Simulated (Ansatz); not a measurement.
# K2S: the cost of one run

Computed with Ansatz 0.2.0 (reference: DFT, PBE, plane waves, PAW, unless a step's input says otherwise).

3 further runs of the same task are left out: 1 for a known fault of the program, 2 that didn't finish.

**1. The system as given**

It takes space group Fm-3m (No. 225, cubic). The conventional cell has a = 7.406 Å, b = 7.406 Å, c = 7.406 Å, α = 90.00°, β = 90.00°, γ = 90.00°. Around S (site symmetry m-3m) lie 8 K at 3.21 Å. Around K (site symmetry -43m) lie 4 S at 3.21 Å.

Structure file:

```cif
data_structure
_symmetry_space_group_name_H-M 'Fm-3m'
_symmetry_Int_Tables_number 225
_cell_length_a 7.4055
_cell_length_b 7.4055
_cell_length_c 7.4055
_cell_angle_alpha 90.000
_cell_angle_beta 90.000
_cell_angle_gamma 90.000
_cell_volume 406.13
loop_
_atom_site_label
_atom_site_type_symbol
_atom_site_symmetry_multiplicity
_atom_site_Wyckoff_symbol
_atom_site_fract_x
_atom_site_fract_y
_atom_site_fract_z
_atom_site_occupancy
S1 S 4 a 0.00000 0.00000 0.00000 1
K1 K 8 c 0.25000 0.75000 0.75000 1
```

**2. Reference**

File input.yaml:

```yaml
crystal:
  lattice:
    - [0.0, 3.7027568507, 3.7027568507]
    - [3.7027568507, 0.0, 3.7027568507]
    - [3.7027568507, 3.7027568507, 0.0]
  atoms:
    - { symbol: S, position: [0.0, 0.0, 0.0] }
    - { symbol: K, position: [0.25, 0.25, 0.25] }
    - { symbol: K, position: [0.75, 0.75, 0.75] }
kpoints:
  mp_grid: { grid: [4, 4, 4] }
hamiltonian:
  xc: pbe
scf:
  occupations: { method: fixed }
  n_extra_bands: 4
output:
  forces: true
  stress: true
  eigenvalues: true
  write_density: true
  write_potential: true
  elf: true
  volumetric_format: npy
```

On the command line:

```bash
> ansatz run input.yaml --threads 4 --pin off --max-ram 3686MiB --backend cpu --events-out ev --progress --plain --runs-dir out
```

What time and memory should one allow on 4 threads of an x86-64 CPU, shared host?

About 2.8 s, with a peak of 0.35 GiB.
